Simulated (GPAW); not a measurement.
# Fe2Ge: changing the Hubbard U on Fe d

```yaml
crystal:
  lattice:
    - [4.16363, 0.00000, 0.00000]
    - [-2.08182, 3.60581, 0.00000]
    - [0.00000, 0.00000, 2.62647]
  atoms:
    - { symbol: Ge, position: [0.00000, 0.00000, 0.00000] }
    - { symbol: Fe, position: [0.33333, 0.66667, 0.50000] }
    - { symbol: Fe, position: [0.66667, 0.33333, 0.50000] }
```

The cell comes from a database or a generator and needn't be the stable form of this composition.

Kept alike: task band structure; functional PBEsol; k mesh 6 × 6 × 7; occupations fermi-dirac, width 0.05 eV; collinear spin, ferromagnetic start. Program: GPAW, PAW data sets generated for this functional, cutoff 600 eV. The mesh is that of the run's cell of 3 atoms. No spin-orbit coupling.

| run | pressure (GPa) | largest site moment (μB) |
| --- | --- | --- |
| A | 12.83 | 3.12 |
| B | 0.73 | 2.77 |
| C | -2.64 | 2.62 |
| D | -5.83 | 2.44 |
| E | 27.27 | 3.33 |
| F | 5.96 | 2.96 |
| G | 3.49 | 2.88 |

Pressure is positive in compression; the values hold the error of the finite cutoff, so their zero can differ a little from the energy's minimum. For a metal such a mesh leaves the last digits unconverged. How U acts hangs on the program's projectors. The runs hold the magnetic state that their start led to, which needn't be the lowest. Site moments count inside each atom's sphere or projector.

**Question.** The runs differ in the Hubbard U on Fe d alone: 0; 1; 2; 3; 4; 6; 8 eV. Which run is which?

**Answer.** Run A is 6 eV; run B is 2 eV; run C is 1 eV; run D is 0 eV; run E is 8 eV; run F is 4 eV; run G is 3 eV. The pressure rises from -5.83 to 27.27 GPa between 0 and 8 eV. The largest site moment rises from 2.44 to 3.33 μB between 0 and 8 eV. U favours whole occupations of the shell, which as a rule raises the local moment.
